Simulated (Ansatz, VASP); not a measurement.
## One calculation of LiH, two programs

Contents of POSCAR:

```
LiH
1.0
    0.0000000000      2.1227739869      1.9651323401
    2.1227739869      0.0000000000      1.9651323401
    2.1227739869      2.1227739869      0.0000000000
Li H
1 1
Direct
    0.0000000000      0.0000000000      0.0000000000
    0.5000000000      0.5000000000      0.5000000000
```

Contents of INCAR.step1:

```
ALGO     = Normal         # electronic algorithm
EDIFF    = 1E-4           # SCF threshold, eV
ENCUT    = 520            # plane-wave cutoff, eV
GGA      = PE             # functional
ISMEAR   = 0              # smearing method
LASPH    = True           # aspherical terms in the spheres
LCHARG   = False          # write CHGCAR
LREAL    = False          # projectors in reciprocal space
LWAVE    = True           # write WAVECAR
NBANDS   = 9              # bands
NELM     = 100            # most SCF steps
PREC     = Accurate       # precision mode
SIGMA    = 0.01           # smearing width, eV
```

Contents of INCAR.step2:

```
ALGO     = Normal         # electronic algorithm
EDIFF    = 1E-7           # SCF threshold, eV
ENCUT    = 520            # plane-wave cutoff, eV
ISIF     = 2              # what is computed and relaxed
ISMEAR   = 0              # smearing method
ISTART   = 1            
LASPH    = True           # aspherical terms in the spheres
LCHARG   = False          # write CHGCAR
LMIXTAU  = True         
LREAL    = False          # projectors in reciprocal space
LWAVE    = False          # write WAVECAR
METAGGA  = R2SCAN         # meta-GGA
NBANDS   = 9              # bands
NELM     = 100            # most SCF steps
PREC     = Accurate       # precision mode
SIGMA    = 0.01           # smearing width, eV
```

File KPOINTS:

```
k-points
0
Gamma
  10 10 10
```

Input for Ansatz:

```yaml
crystal:
  lattice:
    - [0.0, 2.1227739869, 1.9651323401]
    - [2.1227739869, 0.0, 1.9651323401]
    - [2.1227739869, 2.1227739869, 0.0]
  atoms:
    - { symbol: Li, position: [0.0, 0.0, 0.0] }
    - { symbol: H, position: [0.5, 0.5, 0.5] }
kpoints:
  mp_grid: { grid: [10, 10, 10] }
  band_path:
    path:
      - [0.0, 0.0, 0.0]
      - [0.5, 0.0, 0.5]
      - [0.625, 0.25, 0.625]
      - [0.375, 0.375, 0.75]
      - [0.5, 0.5, 0.5]
      - [0.5, 0.25, 0.75]
      - [0.5, 0.5, 0.0]
      - [0.0, 0.5, 0.5]
    npoints: 1
hamiltonian:
  xc: r2scan
scf:
  occupations: { method: fixed }
  n_extra_bands: 4
output:
  forces: true
  stress: true
  eigenvalues: true
  write_density: true
  write_potential: true
  elf: true
  volumetric_format: npy
```

Change from the starting cell: epitaxial_xy strain +6.0%.

Alike in both runs: task single point; functional r2SCAN; k mesh 10 × 10 × 10; no spin polarisation.

|  | VASP | Ansatz |
| --- | --- | --- |
| version | VASP 6.6.1 | Ansatz 0.2.0 |
| potentials or method | VASP PAW PBE potentials, release 64 (Li_sv, H) | plane waves, PAW |
| plane-wave cutoff (eV) | 520 | 500 |
| occupations | gaussian, width 0.01 eV | fixed |
| valence electrons in the cell | 4 | 4 |

```csv
,VASP,Ansatz,Ansatz less VASP
gap on the k mesh at the Fermi level (eV),2.95,3.00,+0.041
```

 A k mesh can miss the band edges.
